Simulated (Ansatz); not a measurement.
Write the native input for Ansatz 0.2.0 that does the following.

```
Task                : single point
Functional          : PBE
Potentials or basis : Ansatz PAW
Cutoff              : 420 eV (not typed: the program's choice for these potentials)
k mesh              : 11 × 6 × 10
Occupations         : gaussian, width 0.019 eV
Spin                : no spin polarisation
```

HfC:

```
Hf C
1.0
     2.43943    0.00000    0.00000
     0.00000    4.69500    0.00000
     0.00000    0.00000    2.56227
Hf C
1 1
Direct
  0.00000 0.00000 0.00000
  0.00000 0.50000 0.75000
```

The cell was built by a generator and needn't be a form met in nature.

The input as run:

input.yaml

```yaml
crystal:
  lattice:
    - [2.43942588, 0.0, 0.0]
    - [0.0, 4.69499661, 0.0]
    - [0.0, 0.0, 2.56227473]
  atoms:
    - { symbol: Hf, position: [0.0, 0.0, 0.0] }
    - { symbol: C, position: [0.0, 0.5, 0.75] }
hamiltonian:
  xc: pbe
  pseudopotentials: { kind: paw }
kpoints:
  mp_grid: { grid: [11, 6, 10] }
scf:
  occupations: { method: gaussian, width: 0.019 }
output:
  forces: true
  stress: true
  eigenvalues: true
```

Potentials or basis: Ansatz PAW.

Command:

```console
$ ansatz run input.yaml --threads 2 --pin off --max-ram 5632MiB --backend cpu --events-out ev --progress --plain --runs-dir out
```

Results of the run:

```yaml
Pressure: 11.3 GPa
Largest_force: 0.112 eV/Å
Band_gap_on_the_k_mesh: none (metal or under the smearing width)
```

Wall time 5.5 s on 2 threads of Intel(R) Xeon(R) Processor @ 2.70GHz, on a shared host, peak memory 0.41 GiB.
